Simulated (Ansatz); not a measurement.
# K under pressure

Level of theory: DFT PBE+D3(BJ), scalar-relativistic, plane waves, PAW in Ansatz 0.2.0. (420 eV cutoff, 12×12×12 k-mesh, Gaussian smearing of 0.10 eV, no spin polarisation)

Starting point, cell and atoms relaxed:

```
CELL_PARAMETERS angstrom
0.00000 3.25976 3.25976
3.25976 0.00000 3.25976
3.25976 3.25976 0.00000
ATOMIC_POSITIONS crystal
K 0.00000 0.00000 0.00000
```

Cell and atoms are relaxed at each pressure within the symmetry of the start, at zero temperature, so transitions that lower the symmetry aren't seen. The k-mesh given is that at zero pressure and may differ at others.

Question: Give the structure at 2 GPa.

Answer:
```
CELL_PARAMETERS angstrom
0.00000 2.95934 2.95934
2.95934 0.00000 2.95934
2.95934 2.95934 0.00000
ATOMIC_POSITIONS crystal
K 0.00000 0.00000 0.00000
```
It takes space group Fm-3m (No. 225, cubic). The conventional cell has a = 5.919 Å, b = 5.919 Å, c = 5.919 Å, α = 90.00°, β = 90.00°, γ = 90.00°. K (site symmetry m-3m) is surrounded by 12 K at 4.19 Å.

This fcc form isn't the element's structure at ambient conditions.